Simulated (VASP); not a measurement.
# Settings for AlN: self-consistent run

AlN, P1 (no. 1), 24 atoms in the cell. PBE; PAW potentials Al, N (PBE set). VASP 6.6.1.

Wanted: energy within 10 meV/atom; forces within 0.05 eV/Å.

What the run is for: forces in a large cell; Accuracy asked: screening; Cell repeated: 2 × 2 × 3.

POSCAR:
```
AlN
1.0
    0.0000000000      4.3679871192      4.3679871192
    4.3679871192      0.0000000000      4.3679871192
    6.5519806788      6.5519806788      0.0000000000
Al N
12 12
Direct
    0.0078290000      0.0004790000     -0.0022180000
   -0.0122520000      0.0046640000      0.3367370000
   -0.0027220000      0.0122410000      0.6653030000
   -0.0068280000      0.5033950000      0.0021570000
    0.0015970000      0.5035180000      0.3288600000
    0.0034540000      0.5023790000      0.6627510000
    0.4968080000     -0.0028550000      0.0036080000
    0.5090350000     -0.0093930000      0.3320120000
    0.4916270000      0.0065920000      0.6677690000
    0.5081090000      0.4973600000      0.0026400000
    0.5050950000      0.5011130000      0.3388550000
    0.4973560000      0.5057690000      0.6612670000
    0.1204320000      0.1185410000      0.0911960000
    0.1236390000      0.1277260000      0.4172220000
    0.1321580000      0.1227160000      0.7460370000
    0.1271050000      0.6257560000      0.0818400000
    0.1215670000      0.6245940000      0.4204360000
    0.1218000000      0.6257320000      0.7456420000
    0.6269160000      0.1286840000      0.0804960000
    0.6272510000      0.1279080000      0.4133930000
    0.6256980000      0.1274390000      0.7446080000
    0.6295730000      0.6145780000      0.0835080000
    0.6189360000      0.6246980000      0.4172200000
    0.6258390000      0.6307590000      0.7513750000
```

The series start from Plane-wave cutoff (eV): 460; Projection operators (LREAL): Auto, ROPT -0.00025; Precision mode (PREC): Normal; Electronic threshold (eV): 1e-5; Parallel layout: defaults; Electronic algorithm: ALGO=Normal; Bands a block (NSIM): NSIM=4; Data layout and linear algebra: defaults. Each series keeps the choices made before it, and each single choice may use up half of a tolerance.

## Plane-wave cutoff (eV)

| Plane-wave cutoff (eV) | Energy less reference (meV/atom) | Forces, largest deviation (eV/Å) | SCF iterations | Time (s) |
|---|---|---|---|---|
| 360 | 7 | 0.014 | 13 | 35 |
| 400 | 2 | 0.018 | 13 | 31 |
| 460 | -1 | 0.014 | 13 | 29 |
| 520 | 1 | 0.017 | 13 | 36 |
| 640 (reference) | 0 | 0.000 | 13 | 43 |

Chosen: 400, the loosest value from which every tighter one stays within half of the tolerance.

## Projection operators (LREAL)

| Projection operators (LREAL) | Energy less reference (meV/atom) | Forces, largest deviation (eV/Å) | SCF iterations | Time (s) |
|---|---|---|---|---|
| Auto, ROPT -0.005 | 0 | 0.142 | 13 | 20 |
| Auto, ROPT -0.002 | -2 | 0.141 | 13 | 24 |
| Auto, ROPT -0.001 | 0 | 0.012 | 13 | 26 |
| Auto, ROPT -0.0005 | 0 | 0.010 | 13 | 28 |
| Auto, ROPT -0.00025 | 0 | 0.003 | 13 | 31 |
| Auto, ROPT -0.0001 | 0 | 0.002 | 13 | 32 |
| False (reference) | 0 | 0.000 | 13 | 27 |

Chosen: Auto, ROPT -0.001.

## Precision mode (PREC)

| Precision mode (PREC) | Energy less reference (meV/atom) | Forces, largest deviation (eV/Å) | SCF iterations | Time (s) |
|---|---|---|---|---|
| SingleN | -2 | 0.023 | 13 | 26 |
| Normal | 0 | 0.019 | 13 | 26 |
| Accurate (reference) | 0 | 0.000 | 13 | 55 |

Chosen: SingleN.

## Electronic threshold (eV)

| Electronic threshold (eV) | Energy less reference (meV/atom) | Forces, largest deviation (eV/Å) | SCF iterations | Time (s) |
|---|---|---|---|---|
| 0.001 | 0 | 0.002 | 11 | 22 |
| 0.0001 | 0 | 0.001 | 12 | 23 |
| 1e-5 | 0 | 0.000 | 13 | 26 |
| 1e-6 | 0 | 0.000 | 15 | 29 |
| 1e-7 (reference) | 0 | 0.000 | 16 | 30 |

Chosen: 0.001.

## Parallel layout

| Parallel layout | Energy less reference (meV/atom) | Forces, largest deviation (eV/Å) | SCF iterations | Time (s) |
|---|---|---|---|---|
| defaults | 0 | 0.000 | 11 | 22 |
| NCORE=2 | 0 | 0.000 | 11 | 20 |
| NCORE=4 | 0 | 0.001 | 11 | 17 |
| NCORE=8 | 0 | 0.001 | 11 | 16 |
| KPAR=2 | 0 | 0.000 | 11 | 19 |
| KPAR=2 NCORE=2 | 0 | 0.001 | 11 | 16 |
| KPAR=4 | 0 | 0.001 | 11 | 19 |
| KPAR=4 NCORE=2 | 0 | 0.001 | 11 | 18 |
| KPAR=8 | 0 | 0.001 | 11 | 22 |
| NPAR=2 | 0 | 0.001 | 11 | 21 |

Chosen: defaults; no other choice that stays within half of the tolerance saves 30 % of the time.

## Electronic algorithm

| Electronic algorithm | Energy less reference (meV/atom) | Forces, largest deviation (eV/Å) | SCF iterations | Time (s) |
|---|---|---|---|---|
| ALGO=Normal | 0 | 0.000 | 11 | 22 |
| ALGO=Fast | 0 | 0.008 | 14 | 27 |
| ALGO=VeryFast | 0 | 0.005 | 18 | 24 |
| ALGO=All ISEARCH=1 | 0 | 0.006 | 13 | 24 |

Chosen: ALGO=Normal.

## Bands a block (NSIM)

| Bands a block (NSIM) | Energy less reference (meV/atom) | Forces, largest deviation (eV/Å) | SCF iterations | Time (s) |
|---|---|---|---|---|
| NSIM=4 | 0 | 0.000 | 11 | 22 |
| NSIM=1 | 0 | 0.000 | 11 | 23 |
| NSIM=2 | 0 | 0.000 | 11 | 22 |
| NSIM=8 | 0 | 0.002 | 11 | 23 |
| NSIM=16 | 0 | 0.005 | 11 | 27 |

Chosen: NSIM=4.

## Data layout and linear algebra

| Data layout and linear algebra | Energy less reference (meV/atom) | Forces, largest deviation (eV/Å) | SCF iterations | Time (s) |
|---|---|---|---|---|
| defaults | 0 | 0.000 | 11 | 22 |
| LPLANE=False | 0 | 0.000 | 11 | 21 |
| LSCALAPACK=False | 0 | 0.000 | 11 | 20 |
| LSCALU=True | 0 | 0.000 | 11 | 22 |

Chosen: defaults.

## All choices together

| Input | Energy less reference (meV/atom) | Forces, largest deviation (eV/Å) | Time (s) |
|---|---|---|---|
| the program's defaults (naive) | 2 | 0.029 | 24 |
| chosen settings | 1 | 0.028 | 22 |
| reference settings throughout | 0 | 0.000 | 107 |

The tolerance is met.

## The input

INCAR:
```
SYSTEM = AlN
  GGA = PE
  ISMEAR = 0
  SIGMA = 0.03
  LWAVE = .False.
  LCHARG = .False.
  ISIF = 2
  ISYM = 0
  PREC = SingleN
  LASPH = .True.
  LREAL = Auto
  ALGO = Normal
  EDIFF = 0.001
  NELM = 120
  GGA_COMPAT = .False.
  ENCUT = 400
  EFERMI = MIDGAP
  ROPT = -0.001 -0.001
  NSIM = 4
```

KPOINTS:
```
k-points
0
Gamma
  3 3 2
```

Commands:
```
cat potpaw_PBE.64/Al/POTCAR potpaw_PBE.64/N/POTCAR > POTCAR
mpirun -np 8 vasp_std > vasp.out
```

The naive input happens to agree within the tolerance here, in 24 s.

Limits: Only the k mesh 3 × 3 × 2 was run, so its error is untested.

The chosen input took VASP 6.6.1 22 s on 8 cores (Intel Xeon Platinum 8488C (Sapphire Rapids)), a shared host.

## An input that fails: Gamma-only program on a mesh of k points

VASP's message: You are using the Gamma-point-only version with more than one k-point or some other non-Gamma k-point.

k mesh: 3 × 3 × 2 becomes 2 × 2 × 2.

Changes against the starting input:
```
- NELM = 120
+ NELM = 63
- vasp_std
+ vasp_gam
(KPOINTS)
-k-points
+Automatic mesh
-  3 3 2
+  2 2 2
+  0 0 0
```
